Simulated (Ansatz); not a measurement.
## Al₅As and its competing phases

Method: DFT PBE, scalar-relativistic, plane waves, PAW (Ansatz). All cells share a 420 eV cutoff and Γ-centred k meshes spaced at most about 0.3 Å⁻¹ (about 0.25 or finer for metals, 2π included). No spin polarisation.

Energies over the elements count from the elements' standard structures at the same level, with no fitted energy shifts.

Temperature and zero-point effects are left out. The reference form of As is held partly by dispersion forces, which this level lacks.

The competitors are the elements and 1 reference phase of this chemical system (from databases or known types: AlAs), relaxed at the same level; other known phases may be missing.

The candidate was reached from: KAu5 type (P6/mmm).

```
Al As
1.0
     5.33513    0.00000    0.00000
    -2.66756    4.62036    0.00000
     0.00000    0.00000    4.58518
Al As
5 1
Direct
  0.50000 0.00000 0.50000
  0.50000 0.50000 0.50000
  0.00000 0.50000 0.50000
  0.33333 0.66667 0.00000
  0.66667 0.33333 0.00000
  0.00000 0.00000 0.00000
```

Task: Is it stable, and against what?

Result: Not stable. Its formation energy is 0.291 eV/atom. The lowest competing mixture at this composition is this:

| phase | space group | source | share of atoms | ΔE_f (eV/atom) |
| --- | --- | --- | --- | --- |
| Al | - | element | 0.6667 | 0.000 |
| AlAs | F-43m (No. 216) | COD | 0.3333 | -0.487 |

The mixture lies at -0.162 eV/atom, and the candidate lies 0.45 eV/atom above it. The candidate matches no cell in the subsets of the Crystallography Open Database and the Materials Project at hand. The margin is far too high for a likely synthesis. It has the CaCu5 type.
